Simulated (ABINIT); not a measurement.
Crystal: AlN.

```
Al N
1.0
     3.11300    0.00000    0.00000
    -1.55650    2.69594    0.00000
     0.00000    0.00000    4.98100
Al N
2 2
Direct
  0.66667 0.33333 0.50000
  0.33333 0.66667 0.00000
  0.66667 0.33333 0.88000
  0.33333 0.66667 0.38000
```

```yaml
Program: ABINIT 10.8.3 (patched build)
Task: relaxation of cell and atoms
Functional: LDA
Potentials_or_basis: PseudoDojo NC SR LDA v0.4.1 standard
Cutoff: 1143 eV
k_mesh: 8 × 8 × 4
Occupations: fermi-dirac, width 0.05 eV
Spin: no spin polarisation
```

At the start: pressure -5.8 GPa; volume 10.45 Å³/atom.

Task: Where does the relaxation end?

Result: Over 8 steps the energy falls by 5.9 meV/atom and the volume is 10.15 Å³/atom (-2.9 %); space group P6_3mc (No. 186, to 0.05 Å).

Step by step:
```tsv
step	energy change (eV)	largest force (eV/Å)	pressure (GPa)	volume (Å³)
1	0.0000	0.1142	-5.82	41.80
2	-0.0198	0.0737	-2.34	41.06
3	-0.0235	0.0336	0.10	40.58
4	-0.0236	0.0288	0.03	40.59
5	-0.0238	0.0018	-0.08	40.61
6	-0.0238	0.0012	-0.03	40.60
7	-0.0238	0.0007	0.00	40.59
8	-0.0238	0.0002	0.00	40.59
```

Final structure:
```yaml
crystal:
  lattice:
    - [3.08223, 0.00000, 0.00000]
    - [-1.54112, 2.66929, 0.00000]
    - [0.00000, 0.00000, 4.93358]
  atoms:
    - { symbol: Al, position: [0.66667, 0.33333, 0.49902] }
    - { symbol: Al, position: [0.33333, 0.66667, 0.99902] }
    - { symbol: N, position: [0.66667, 0.33333, 0.88098] }
    - { symbol: N, position: [0.33333, 0.66667, 0.38098] }
```
